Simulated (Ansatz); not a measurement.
## AlCu3: enthalpy against pressure

AlCu3, P6_3/mmc, a = 5.155 Å, c = 4.189 Å. The structure is a Materials Project entry; whether it is the stable form wasn't checked. Ansatz: r2SCAN, PAW, 500 eV, Γ-centred 12×12×8 mesh on 8 atoms, Gaussian smearing 0.10 eV; no spin polarisation. Cell and atoms are relaxed at each pressure, and no other structure is tried, so the rows at high pressure may lie past a change of phase. y is the enthalpy over the state at zero pressure; there V0 = 12.050 Å³/atom. The pressures are the targets, met within 0.06 GPa.

```
P (GPa) y (eV/atom)
   -1.0      -0.0755
    0.0       0.0000
    1.0       0.0750
    4.0            ?
   12.0       0.8714
   25.0       1.7594
```

Question: Fit y = c1 P + c2 P² + c3 P³ to the other rows, say what c1 and c2 mean, and predict the missing value.

Answer: Least squares on the rows shown. y = 0.075249 P − 0.00024194 P² + 1.8806×10⁻⁶ P³. Since dH/dP = V, c1 is V0: 0.075249 eV/GPa × 160.2 = 12.055 Å³ against 12.050; c2 = −V0/(2B0) gives B0 = 156 GPa, where a Birch–Murnaghan fit to the volumes of the same runs (not shown) gives 151 GPa. At P = 4.0 the fit asked for gives 0.2972 eV/atom. The run gave 0.2971 eV/atom, so the fit is 0.0001 eV/atom too high, a small miss on the scale of the series.